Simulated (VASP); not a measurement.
# InP (F-43m) in VASP: a series of runs, part 2 of 2

VASP 6.6.1. The steps go on from the part before.

## (3) Single point, r2SCAN

This run uses another cell than the first one, of 25.77 Å³/atom, 0.943 times its volume.

File POSCAR:

```
InP
1.0
    0.0000000000      2.9535689347      2.9535689347
    2.9535689347      0.0000000000      2.9535689347
    2.9535689347      2.9535689347      0.0000000000
In P
1 1
Direct
    0.0000000000      0.0000000000      0.0000000000
    0.7500000000      0.7500000000      0.7500000000
```

File INCAR.step1:

```
SYSTEM = InP
  ALGO = Normal
  EDIFF = 1E-4
  ENCUT = 520
  GGA = PE
  ISMEAR = 0
  LASPH = .TRUE.
  LCHARG = .FALSE.
  LREAL = .FALSE.
  LWAVE = .TRUE.
  NBANDS = 16
  NELM = 100
  PREC = Accurate
  SIGMA = 0.05
```

File INCAR.step2:

```
SYSTEM = InP
  ALGO = Normal
  EDIFF = 1E-7
  ENCUT = 520
  ISIF = 2
  ISMEAR = 0
  ISTART = 1
  LASPH = .TRUE.
  LCHARG = .FALSE.
  LMIXTAU = .TRUE.
  LREAL = .FALSE.
  LWAVE = .FALSE.
  METAGGA = R2SCAN
  NBANDS = 16
  NELM = 100
  PREC = Accurate
  SIGMA = 0.05
```

File KPOINTS:

```
k-points
0
G
  8 8 8
  0 0 0
```

Potentials or basis: VASP PAW PBE potentials, release 64 (In_d, P).

On the command line:

```bash
$ cat potpaw_PBE.64/In_d/POTCAR potpaw_PBE.64/P/POTCAR > POTCAR
$ cp INCAR.step1 INCAR
$ mpirun -np 1 vasp_std > vasp.out
$ cp INCAR.step2 INCAR
$ mpirun -np 1 vasp_std > vasp.out
```

OUTCAR:

```text
SYSTEM = InP
   EDIFF = 1E-7
   ENCUT = 520
   ISIF = 2
   ISMEAR = 0
   ISTART = 1
   LASPH = .TRUE.
   LREAL = .FALSE.
   METAGGA = R2SCAN
   NELM = 100
   PREC = Accurate

 ion  position               nearest neighbor table
   1  0.000  0.000  0.000-   2 2.56   2 2.56   2 2.56   2 2.56
   2  0.750  0.750  0.750-   1 2.56   1 2.56   1 2.56   1 2.56

  LATTYP: Found a face centered cubic cell.
 ALAT       =     5.9071378694

  Lattice vectors:

 A1 = (   0.0000000000,   2.9535689347,   2.9535689347)
 A2 = (   2.9535689347,   0.0000000000,   2.9535689347)
 A3 = (   2.9535689347,   2.9535689347,   0.0000000000)

Analysis of symmetry for initial positions (statically):
=====================================================================
 Subroutine PRICEL returns:
 Original cell was already a primitive cell.

 Routine SETGRP: Setting up the symmetry group for a
 face centered cubic supercell.

 Subroutine GETGRP returns: Found 24 space group operations
 (whereof 24 operations were pure point group operations)
 out of a pool of 48 trial point group operations.

The static configuration has the point symmetry T_d .

Analysis of symmetry for dynamics (positions and initial velocities):
[... 155 lines left out ...]
  free energy    TOTEN  =       -32.29735241 eV

  energy without entropy =      -32.29735241  energy(sigma->0) =      -32.29735241

 E-fermi :   5.0434     XC(G=0):  -9.7716

 val. band max:        4.7562738920   @ k =   0.0000   0.0000   0.0000
 cond. band min:       5.7876213379   @ k =   0.0000   0.0000   0.0000
 fundamental gap:      1.0313474459
 Fermi energy:         5.0434390021

 k-point     1 :       0.0000    0.0000    0.0000
  band No.  band energies     occupation
      1      -9.8558      2.00000
      2      -9.8557      2.00000
      3      -9.8557      2.00000
      4      -9.6890      2.00000
      5      -9.6890      2.00000
      6      -7.0804      2.00000
[... 433 lines left out ...]
      3      -9.7861      2.00000
      4      -9.6946      2.00000
      5      -9.6765      2.00000
      6      -5.0368      2.00000
[... 8 lines left out ...]
     15      15.9811      0.00000
     16      16.6369      0.00000

 [... further k-points ...]
[... 5 lines left out ...]
  --------------------------------------------------------------------------------------
  -------------------------------------------------------------------------------------
  Total       -0.0360263     -0.0360263     -0.0360263     -0.0000000      0.0000000     -0.0000000
  in kB       -1.1201070     -1.1201070     -1.1201070     -0.0000000      0.0000000     -0.0000000
  external PRESSURE =      -1.1201070 kB  Pullay stress =       0.0000000 kB

 VOLUME and BASIS-vectors are now :
 -----------------------------------------------------------------------------
  energy-cutoff  :      520.00
  volume of cell :       51.53
      direct lattice vectors                 reciprocal lattice vectors
     0.000000000  2.953568935  2.953568935    -0.169286721  0.169286721  0.169286721
     2.953568935  0.000000000  2.953568935     0.169286721 -0.169286721  0.169286721
     2.953568935  2.953568935  0.000000000     0.169286721  0.169286721 -0.169286721

 POSITION                                       TOTAL-FORCE (eV/Angst)
 -----------------------------------------------------------------------------------
      0.00000      0.00000      0.00000         0.000000      0.000000      0.000000
      4.43035      4.43035      4.43035        -0.000000     -0.000000     -0.000000
 -----------------------------------------------------------------------------------
    total drift:                                0.000002      0.000002      0.000002

  FREE ENERGIE OF THE ION-ELECTRON SYSTEM (eV)
  ---------------------------------------------------
  free  energy   TOTEN  =       -32.2973524116 eV

  energy  without entropy=      -32.2973524116  energy(sigma->0) =      -32.29735241
```

OUTCAR.step1:

```text
SYSTEM = InP
   EDIFF = 1E-4
   ENCUT = 520
   GGA = PE
   ISMEAR = 0
   LASPH = .TRUE.
   LREAL = .FALSE.
[... 676 lines left out ...]
      0.00000      0.00000      0.00000        -0.000000     -0.000000     -0.000000
      4.43035      4.43035      4.43035         0.000000      0.000000      0.000000
 -----------------------------------------------------------------------------------
    total drift:                                0.000000      0.000000      0.000000

  FREE ENERGIE OF THE ION-ELECTRON SYSTEM (eV)
  ---------------------------------------------------
  free  energy   TOTEN  =        -8.3992777543 eV

  energy  without entropy=       -8.3992777543  energy(sigma->0) =       -8.39927775
```

OSZICAR.step1:

```text
N       E                     dE             d eps       ncg     rms          rms(c)
DAV:   1     0.115537875260E+03    0.11554E+03   -0.83799E+03   928   0.125E+03
DAV:   2    -0.877391859690E+00   -0.11642E+03   -0.11135E+03  1040   0.306E+02
DAV:   3    -0.858758569550E+01   -0.77102E+01   -0.76760E+01  1176   0.757E+01
DAV:   4    -0.880005985622E+01   -0.21247E+00   -0.21238E+00  1176   0.139E+01
DAV:   5    -0.881140204468E+01   -0.11342E-01   -0.11342E-01  1416   0.278E+00    0.546E+00
DAV:   6    -0.842481540134E+01    0.38659E+00   -0.61845E-01  1488   0.125E+01    0.329E+00
DAV:   7    -0.839791577998E+01    0.26900E-01   -0.15535E-01  1328   0.306E+00    0.124E+00
DAV:   8    -0.839842452302E+01   -0.50874E-03   -0.14803E-02  1168   0.142E+00    0.296E-01
DAV:   9    -0.839905601294E+01   -0.63149E-03   -0.12913E-03  1184   0.392E-01    0.147E-01
DAV:  10    -0.839920044989E+01   -0.14444E-03   -0.21315E-04  1104   0.188E-01    0.832E-02
DAV:  11    -0.839927775432E+01   -0.77304E-04   -0.14699E-04  1072   0.115E-01
   1 F= -.83992778E+01 E0= -.83992778E+01  d E =-.465535E-13
```

It took 3.5 min on 1 thread of AMD EPYC 7R13, shared host; peak memory 0.16 GiB.

Results:

```
Free energy            : -32.2974 eV
Pressure               : -0.1 GPa
Band gap on the k mesh : 1.03 eV, direct
```

Caveat: the PAW data sets were made with another functional, which shifts forces and pressure a little; spin-orbit coupling is left out, which moves the levels of the heavy elements.

## (4) Single point, r2SCAN

This run uses another cell than the first one, of 25.17 Å³/atom, 0.921 times its volume.

File POSCAR:

```
InP
1.0
    0.0000000000     -2.9305000000     -2.9305000000
    2.9305000000      0.0000000000     -2.9305000000
    2.9305000000     -2.9305000000      0.0000000000
P In
1 1
Direct
    0.5000000000      0.5000000000      0.5000000000
    0.7500000000      0.7500000000      0.7500000000
```

File INCAR.step1:

```
PREC     = Accurate       # precision mode
ENCUT    = 550            # plane-wave cutoff, eV
ISMEAR   = 0              # smearing method
SIGMA    = 0.1            # smearing width, eV
LREAL    = False          # projectors in reciprocal space
LASPH    = True           # aspherical terms in the spheres
NELM     = 120            # most SCF steps
NBANDS   = 16             # bands
GGA      = PE             # functional
ALGO     = Normal         # electronic algorithm
EDIFF    = 1E-5           # SCF threshold, eV
LWAVE    = True           # write WAVECAR
LCHARG   = False          # write CHGCAR
GGA_COMPAT= False
```

File INCAR.step2:

```
PREC     = Accurate       # precision mode
ENCUT    = 550            # plane-wave cutoff, eV
EDIFF    = 1E-6           # SCF threshold, eV
ISMEAR   = 0              # smearing method
SIGMA    = 0.1            # smearing width, eV
LREAL    = False          # projectors in reciprocal space
LASPH    = True           # aspherical terms in the spheres
NELM     = 120            # most SCF steps
ALGO     = Normal         # electronic algorithm
ISIF     = 2              # what is computed and relaxed
LWAVE    = False          # write WAVECAR
LCHARG   = True           # write CHGCAR
METAGGA  = R2SCAN         # meta-GGA
LMIXTAU  = True         
LELF     = True           # ELF
LVHAR    = True         
NBANDS   = 16             # bands
ISTART   = 1            
GGA_COMPAT= False
```

File KPOINTS:

```
regular mesh
0
Gamma
  6 6 6
```

Potentials or basis: VASP PAW PBE potentials, release 64 (P, In_d).

On the command line:

```bash
$ cat potpaw_PBE.64/P/POTCAR potpaw_PBE.64/In_d/POTCAR > POTCAR
$ cp INCAR.step1 INCAR
$ mpirun -np 1 vasp_std > vasp.out
$ cp INCAR.step2 INCAR
$ mpirun -np 1 vasp_std > vasp.out
```

Wall time 18 s (1 thread of Intel Xeon 6975P-C (Granite Rapids), shared host); peak memory 0.18 GiB.

The run converged. Its results:

```
Free energy            : -32.2830 eV
Pressure               : 1.6 GPa
Band gap on the k mesh : 1.17 eV, direct
```

Levels at points of the mesh, in eV from the valence-band top:
```
           k point  band 6  band 7  band 8  band 9  band 10  band 11  band 12  band 13
(0.00, 0.00, 0.00)  -12.00    0.00    0.00    0.00     1.17     4.44     4.44     4.44
(0.50, 0.00, 0.00)  -10.19   -5.88   -1.01   -1.01     1.86     5.16     5.16     7.55
(0.50, 0.50, 0.00)   -9.51   -5.88   -2.41   -2.41     2.00     2.55     9.89    10.31
```

Caveat: the PAW data sets were made with another functional, which shifts forces and pressure a little; spin-orbit coupling is left out, which moves the levels of the heavy elements.

## (5) Summary

| potentials or basis | cell | k mesh | cutoff (eV) | smearing | gap on the mesh (eV) | pressure (GPa) |
| --- | --- | --- | --- | --- | --- | --- |
| VASP PAW PBE potentials, release 64 (In_d, P) | a = 4.259 Å, angles 60.0°, 2 atoms | 8 × 8 × 8 | 520 | gaussian 0.02 eV | 0.69 | -3.6 |
| VASP PAW PBE potentials, release 64 (In_d, P) | a = 4.177 Å, angles 60.0°, 2 atoms | 8 × 8 × 8 | 520 | gaussian 0.05 eV | 1.03 | -0.1 |
| VASP PAW PBE potentials, release 64 (P, In_d) | a = 4.144 Å, angles 60.0°, 2 atoms | 6 × 6 × 6 | 550 | gaussian 0.1 eV | 1.17 | 1.6 |

Alike in all rows: task single point; level r2SCAN; no spin polarisation.

Caveats: the PAW data sets were made with another functional, which shifts forces and pressure a little; spin-orbit coupling is left out, which moves the levels of the heavy elements.

Total energies depend on the potentials used, so only differences within one code and one set of settings carry meaning.

## (6) How close it comes

Step 3. Measured gap of InP: 1.4236 eV (direct; 1.6 K; a printed reference work, data compilation). This calculation gives 1.03 eV (-0.39 eV). Spin-orbit coupling on In is left out. The value is that of r2SCAN, without temperature or zero-point motion.

Step 4. Measured gap of InP: 1.4236 eV (direct; 1.6 K; a printed reference work, data compilation). This calculation gives 1.17 eV (-0.26 eV). Spin-orbit coupling on In is left out. The value is that of r2SCAN, without temperature or zero-point motion.
